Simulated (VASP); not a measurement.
# C (Fd-3m) in VASP: notebook

Aim: see how the results for C move with the level of theory and the settings. Levels: HSE06, PBE0. Tasks: relaxation of cell and atoms.

Everything below comes from runs of VASP 6.6.1. Logs are shortened: lines on timing, memory, paths and dates and some standing lists are left out, and cuts for length are marked.

### Step 1. Starting point

It takes space group Fd-3m (No. 227, cubic). Conventional cell: a = 3.567 Å, b = 3.567 Å, c = 3.567 Å, α = 90.00°, β = 90.00°, γ = 90.00°. C (site symmetry -43m) has 4 C at 1.54 Å as nearest neighbours.

This isn't the form of C at room conditions, which is graphite.

### Step 2. Relaxation of cell and atoms, HSE06

File POSCAR:

```
C
1.0
    0.0000000000      1.7833700000      1.7833700000
    1.7833700000      0.0000000000      1.7833700000
    1.7833700000      1.7833700000      0.0000000000
C
2
Direct
    0.7500000000      0.7500000000      0.7500000000
    0.5000000000      0.5000000000      0.5000000000
```

File INCAR.step1:

```
SYSTEM = C
PREC = Accurate
ENCUT = 600
EDIFF = 1E-5
ISMEAR = -1
SIGMA = 0.05
LREAL = .False.
LASPH = .True.
NELM = 80
ALGO = Normal
LWAVE = .True.
LCHARG = .False.
GGA = PE
```

File INCAR.step2:

```
SYSTEM = C
PREC = Accurate
ENCUT = 600
EDIFF = 1E-6
ISMEAR = -1
SIGMA = 0.05
LREAL = .False.
LASPH = .True.
NELM = 80
ALGO = Normal
ISIF = 3
LWAVE = .False.
LCHARG = .False.
GGA = PE
LHFCALC = .True.
HFSCREEN = 0.2
PRECFOCK = Fast
IBRION = 2
NSW = 60
EDIFFG = -0.01
ISTART = 1
```

File KPOINTS:

```
regular mesh
0
Gamma
  7 7 7
  0 0 0
```

Potentials or basis: VASP PAW PBE potentials, release 64 (C).

Run with:

```
$ cat potpaw_PBE.64/C/POTCAR > POTCAR
$ cp INCAR.step1 INCAR
$ mpirun -np 1 vasp_std > vasp.out
$ cp INCAR.step2 INCAR
$ mpirun -np 1 vasp_std > vasp.out
```

OUTCAR:

```text
SYSTEM = C
   PREC = Accurate
   ENCUT = 600
   EDIFF = 1E-6
   ISMEAR = -1
   LREAL = .False.
   LASPH = .True.
   NELM = 80
   ISIF = 3
   GGA = PE
   LHFCALC = .True.
   HFSCREEN = 0.2
   PRECFOCK = Fast
   IBRION = 2
   NSW = 60
   EDIFFG = -0.01
   ISTART = 1

 ion  position               nearest neighbor table
   1  0.750  0.750  0.750-   2 1.54   2 1.54   2 1.54   2 1.54
   2  0.500  0.500  0.500-   1 1.54   1 1.54   1 1.54   1 1.54

  LATTYP: Found a face centered cubic cell.
 ALAT       =     3.5667400000

  Lattice vectors:

 A1 = (   0.0000000000,   1.7833700000,   1.7833700000)
 A2 = (   1.7833700000,   0.0000000000,   1.7833700000)
 A3 = (   1.7833700000,   1.7833700000,   0.0000000000)

Analysis of symmetry for initial positions (statically):
=====================================================================
 Subroutine PRICEL returns:
 Original cell was already a primitive cell.

 Routine SETGRP: Setting up the symmetry group for a
 face centered cubic supercell.

 Subroutine GETGRP returns: Found 48 space group operations
 (whereof 24 operations were pure point group operations)
 out of a pool of 48 trial point group operations.

The static configuration has the point symmetry T_d .
 The point group associated with its full space group is O_h .

Analysis of symmetry for dynamics (positions and initial velocities):
=====================================================================
 Subroutine PRICEL returns:
 Original cell was already a primitive cell.

 Routine SETGRP: Setting up the symmetry group for a
 face centered cubic supercell.

 Subroutine GETGRP returns: Found 48 space group operations
 (whereof 24 operations were pure point group operations)
 out of a pool of 48 trial point group operations.

The dynamic configuration has the point symmetry T_d .
 The point group associated with its full space group is O_h .

 Subroutine INISYM returns: Found 48 space group operations
 (whereof 24 operations are pure point group operations),
 and found     1 'primitive' translations

----------------------------------------------------------------------------------------

                                     Primitive cell

  volume of cell :      11.3437

  direct lattice vectors                    reciprocal lattice vectors
     0.000000000  1.783370000  1.783370000    -0.280368067  0.280368067  0.280368067
     1.783370000  0.000000000  1.783370000     0.280368067 -0.280368067  0.280368067
     1.783370000  1.783370000  0.000000000     0.280368067  0.280368067 -0.280368067

  length of vectors
     2.522066041  2.522066041  2.522066041     0.485611737  0.485611737  0.485611737

  position of ions in fractional coordinates (direct lattice)
     0.750000000  0.750000000  0.750000000
     0.500000000  0.500000000  0.500000000

  ion indices of the primitive-cell ions
   primitive index   ion index
                 1           1
                 2           2

----------------------------------------------------------------------------------------

 KPOINTS: regular mesh

Automatic generation of k-mesh.
 Grid dimensions read from file:
 generate k-points for:    7    7    7

 Generating k-lattice:

  Cartesian coordinates                     Fractional coordinates (reciprocal lattice)
    -0.040052581  0.040052581  0.040052581     0.142857143  0.000000000  0.000000000
     0.040052581 -0.040052581  0.040052581     0.000000000  0.142857143  0.000000000
     0.040052581  0.040052581 -0.040052581     0.000000000  0.000000000  0.142857143

  Length of vectors
     0.069373105  0.069373105  0.069373105

  Shift w.r.t. Gamma in fractional coordinates (k-lattice)
     0.000000000  0.000000000  0.000000000

 Subroutine IBZKPT returns following result:
 ===========================================

 Found     20 irreducible k-points:

 Following reciprocal coordinates:
            Coordinates               Weight
  0.000000  0.000000  0.000000      1.000000
  0.142857  0.000000  0.000000      8.000000
  0.285714  0.000000  0.000000      8.000000
  0.428571  0.000000  0.000000      8.000000
  0.142857  0.142857  0.000000      6.000000
  0.285714  0.142857  0.000000     24.000000
[... 12 lines left out ...]
 -0.428571  0.428571  0.142857     24.000000
 -0.285714  0.428571  0.142857     24.000000
   k-points           NKPTS =     20   k-points in BZ     NKDIM =    343   number of bands    NBANDS=      8
   number of dos      NEDOS =    301   number of ions     NIONS =      2
   total plane-waves  NPLWV =   8000
   dimension x,y,z NGX =    20 NGY =   20 NGZ =   20
   dimension x,y,z NGXF=    40 NGYF=   40 NGZF=   40
   ions per type =               2
   NGX,Y,Z   is equivalent  to a cutoff of  13.18, 13.18, 13.18 a.u.
   NGXF,Y,Z  is equivalent  to a cutoff of  26.37, 26.37, 26.37 a.u.
 SYSTEM =  C
   PREC   = accura    normal or accurate (medium, high low for compatibility)
   ISTART =      1    job   : 0-new  1-cont  2-samecut
   ICHARG =      0    charge: 1-file 2-atom 10-const
   ISPIN  =      1    spin polarized calculation?
   LNONCOLLINEAR =      F non collinear calculations
   LSORBIT =      F    spin-orbit coupling
   LASPH  =      T    aspherical Exc in radial PAW
   ENCUT  =  600.0 eV  44.10 Ry    6.64 a.u.   5.04  5.04  5.04*2*pi/ulx,y,z
   NELM   =     80;   NELMIN=  2; NELMDL=  0     # of ELM steps
   EDIFF  = 0.1E-05   stopping-criterion for ELM
   LREAL  =      F    real-space projection
   EDIFFG = -.1E-01   stopping-criterion for IOM
   NSW    =     60    number of steps for IOM
   IBRION =      2    ionic relax: 0-MD 1-quasi-New 2-CG
   NFREE  =      1    steps in history (QN), initial steepest desc. (CG)
   ISIF   =      3    stress and relaxation
   ISYM   =      3    0-nonsym 1-usesym 2-fastsym
   POTIM  = 0.5000    time-step for ionic-motion
   TEBEG  =    0.0;   TEEND  =   0.0 temperature during run
   PSTRESS=    0.0 pullay stress
   NELECT =       8.0000    total number of electrons
   NUPDOWN=      -1.0000    fix difference up-down
   EMIN   =  10.00;   EMAX   =-10.00  energy-range for DOS
   EFERMI =   0.00;   METHOD = LEGACY
   ISMEAR =    -1;   SIGMA  =   0.05  broadening in eV -4-tet -1-fermi 0-gaus
   EFERMI_NEDOS =   21; number of points for ismear=-14 and -15
   IALGO  =     38    algorithm
   IMIX   =      1    mixing-type and parameters
     AMIX     =   0.40;   BMIX     =  1.00
     AMIX_MAG =   1.60;   BMIX_MAG =  1.00
  volume/ion in A,a.u.               =       5.67        38.28
  Fermi-wavevector in a.u.,A,eV,Ry     =   1.457203  2.753714 28.891161  2.123440
  Thomas-Fermi vector in A             =   2.574032
   LORBIT       =      0    0 simple, 1 ext, 2 COOP (PROOUT), +10 PAW based schemes
   GGA     = PE    functional components
   LHFCALC =     T    Hartree Fock is set to
   PRECFOCK=fast      Normal, Fast or Accurate (Low or Medium for compatibility)
   ENCUT4O =  -1.0   cutoff for four orbital integrals eV
   NKREDX  =     1    reduce k-point grid by
   NKREDY  =     1    reduce k-point grid by
   NKREDZ  =     1    reduce k-point grid by
   AEXX    =    0.2500 exact exchange contribution
   HFSCREEN=    0.2000 screening length (either q_TF or 0.3 A-1)
   HFSCREENC=   0.2000 screening length for correlation (either q_TF or 0.3 A-1)
   ENCUTFOCK=  -1.0 apply spherical cutoff to Coloumb kernel
   IVDW    =     0    specifies the selected vdW correction
   LEPSILON=     F    determine dielectric tensor
   LRPA    =     F    only Hartree local field effects (RPA)
 conjugate gradient relaxation of ions
 non-spin polarized calculation
  energy-cutoff  :      600.00
  volume of cell :       11.34
 maximum number of plane-waves:       387
  NGX = 12; NGY = 12; NGZ = 12

--------------------------------------- Ionic step        1  -------------------------------------------

 number of electron       7.9999999 magnetization

 Free energy of the ion-electron system (eV)
  ---------------------------------------------------
  ext. energy  EPLUGINS =         0.00000000
  ---------------------------------------------------
  free energy    TOTEN  =       -21.09155162 eV

  energy without entropy =      -21.09155162  energy(sigma->0) =      -21.09155162

------------------------ aborting loop because EDIFF is reached ----------------------------------------

  FORCE on cell =-STRESS in cart. coord.  units (eV):
  Direction    XX          YY          ZZ          XY          YZ          ZX
  --------------------------------------------------------------------------------------
  -------------------------------------------------------------------------------------
  Total       -0.5698962     -0.5698962     -0.5698962     -0.0000000      0.0000000      0.0000000
  in kB      -80.4918599    -80.4918599    -80.4918599     -0.0000000      0.0000000      0.0000000
  external PRESSURE =     -80.4918599 kB  Pullay stress =       0.0000000 kB

 VOLUME and BASIS-vectors are now :
 -----------------------------------------------------------------------------
  energy-cutoff  :      600.00
  volume of cell :       11.34
      direct lattice vectors                 reciprocal lattice vectors
     0.000000000  1.783370000  1.783370000    -0.280368067  0.280368067  0.280368067
     1.783370000  0.000000000  1.783370000     0.280368067 -0.280368067  0.280368067
     1.783370000  1.783370000  0.000000000     0.280368067  0.280368067 -0.280368067
[... 37 lines left out ...]
 POSITION                                       TOTAL-FORCE (eV/Angst)
 -----------------------------------------------------------------------------------
      2.63828      2.63828      2.63828         0.000000      0.000000      0.000000
      1.75885      1.75885      1.75885        -0.000000     -0.000000     -0.000000
 -----------------------------------------------------------------------------------
    total drift:                               -0.000000     -0.000000     -0.000000

  FREE ENERGIE OF THE ION-ELECTRON SYSTEM (eV)
  ---------------------------------------------------
  free  energy   TOTEN  =       -21.0871885476 eV

  energy  without entropy=      -21.0871885476  energy(sigma->0) =      -21.08718855

--------------------------------------- Ionic step        3  -------------------------------------------

 number of electron       7.9999999 magnetization

 Free energy of the ion-electron system (eV)
  ---------------------------------------------------
  ext. energy  EPLUGINS =         0.00000000
  ---------------------------------------------------
  free energy    TOTEN  =       -21.09660743 eV

  energy without entropy =      -21.09660743  energy(sigma->0) =      -21.09660743

 E-fermi :  10.4140     XC(G=0): -10.8768

 val. band max:        9.3520707345   @ k =   0.0000   0.0000   0.0000
 cond. band min:      14.8177861909   @ k =   0.4286   0.4286   0.0000
 fundamental gap:      5.4657154565
 Fermi energy:        10.4139924523

 k-point     1 :       0.0000    0.0000    0.0000
  band No.  band energies     occupation
      1     -14.4377      2.00000
      2       9.3521      2.00000
      3       9.3521      2.00000
      4       9.3521      2.00000
      5      16.3994      0.00000
      6      16.3994      0.00000
      7      16.3994      0.00000
      8      25.0619      0.00000

 k-point     2 :       0.1429    0.0000    0.0000
  band No.  band energies     occupation
      1     -13.8203      2.00000
      2       6.0834      2.00000
      3       8.4726      2.00000
      4       8.4726      2.00000
      5      17.5634      0.00000
      6      17.5634      0.00000
      7      18.0203      0.00000
      8      25.5359      0.00000
[... 218 lines left out ...]
 POSITION                                       TOTAL-FORCE (eV/Angst)
 -----------------------------------------------------------------------------------
      2.65945      2.65945      2.65945        -0.000000     -0.000000     -0.000000
      1.77297      1.77297      1.77297         0.000000      0.000000      0.000000
 -----------------------------------------------------------------------------------
    total drift:                               -0.000000      0.000000     -0.000000

  FREE ENERGIE OF THE ION-ELECTRON SYSTEM (eV)
  ---------------------------------------------------
  free  energy   TOTEN  =       -21.0966074250 eV

  energy  without entropy=      -21.0966074250  energy(sigma->0) =      -21.09660743

 reached required accuracy - stopping structural energy minimisation
```

It took 3.6 min on 1 thread of Intel Xeon Platinum 8488C (Sapphire Rapids), shared host; peak memory 0.22 GiB.

Results:

```
Free energy                            : -21.0966 eV
Relaxed volume                         : 5.57 Å³/atom
Relaxed cell                           : a = 2.507 Å, b = 2.507 Å, c = 2.507 Å, α = 60.00°, β = 60.00°, γ = 60.00°
Space group after relaxing (to 0.05 Å) : Fd-3m (No. 227)
Energy gained by relaxing              : 2.5 meV/atom
Ionic steps                            : 3
Pressure after relaxing                : 0.0 GPa
Band gap on the k mesh                 : 5.47 eV, indirect (least direct gap 7.05 eV)
```

The path:
```
step  energy change (eV)  largest force (eV/Å)  pressure (GPa)  volume (Å³)
   1              0.0000                0.0000           -8.05        11.34
   2              0.0044                0.0000           11.68        10.88
   3             -0.0051                0.0000           -0.03        11.15
```

Final structure:
```
CELL_PARAMETERS angstrom
0.00000 1.77297 1.77297
1.77297 0.00000 1.77297
1.77297 1.77297 0.00000
ATOMIC_POSITIONS crystal
C 0.75000 0.75000 0.75000
C 0.50000 0.50000 0.50000
```

Caveat: the k mesh is coarse (spacing up to 0.44 Å⁻¹), so the values aren't converged, least of all with exact exchange; the PAW data sets were made with another functional, which shifts forces and pressure a little; an odd mesh through Γ misses points on the zone boundary, where band edges often lie.

[end of part 1 of 2]
